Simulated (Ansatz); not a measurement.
Single points with r2SCAN in Ansatz 0.2.0, PAW, spin-restricted, at the geometries given.

Task: Which of them gave these results: no gap, pressure -14.9 GPa, largest force 0.00 eV/Å, largest positive Bader charge +0.00 e?
A.
ZrTeI (500 eV, 8×8×4 mesh on the cell that ran, as a rule the primitive one, fermi-dirac 0.1 eV)
```cif
data_structure
_symmetry_space_group_name_H-M 'P4/nmm:1'
_symmetry_Int_Tables_number 129
_cell_length_a 4.3159
_cell_length_b 4.3159
_cell_length_c 9.5996
_cell_angle_alpha 90.000
_cell_angle_beta 90.000
_cell_angle_gamma 90.000
_cell_volume 178.81
loop_
_atom_site_label
_atom_site_type_symbol
_atom_site_symmetry_multiplicity
_atom_site_Wyckoff_symbol
_atom_site_fract_x
_atom_site_fract_y
_atom_site_fract_z
_atom_site_occupancy
I1 I 2 a 0.00000 0.00000 0.00000 1
Te1 Te 2 c 0.00000 0.50000 0.62800 1
Zr1 Zr 2 c 0.00000 0.50000 0.24900 1
```
B.
Hf (500 eV, 11×11×6 mesh on the cell that ran, as a rule the primitive one, gaussian 0.0708 eV)
```
Hf
1.0
     1.69371    2.93360    0.00000
    -1.69371    2.93360    0.00000
     0.00000    0.00000    5.39453
Hf
2
Direct
  0.33333 0.33333 0.25000
  0.66667 0.66667 0.75000
```
C.
La2Tl (500 eV, 7×7×5 mesh on the cell that ran, as a rule the primitive one, gaussian 0.0755 eV)
Space group P6_3/mmc (No. 194). a = 5.497 Å, b = 5.497 Å, c = 6.848 Å, α = 90.00°, β = 90.00°, γ = 120.00°
```csv
atom,site,symmetry,x,y,z
La,2d,-6m2,0.3333,0.6667,0.7500
Tl,2c,-6m2,0.3333,0.6667,0.2500
La,2a,-3m.,0.0000,0.0000,0.0000
```

Result: B. The others gave ZrTeI: no gap, -0.8 GPa; La2Tl: no gap, 4.6 GPa.

Origins: Hf, a known structure type with other elements, at an estimated volume; ZrTeI, a known structure type with other elements, at an estimated volume; La2Tl, a known structure type with other elements, at an estimated volume. Caveats for one or more cells: many states at the Fermi level without spin polarisation, so a magnetic state may lie lower.
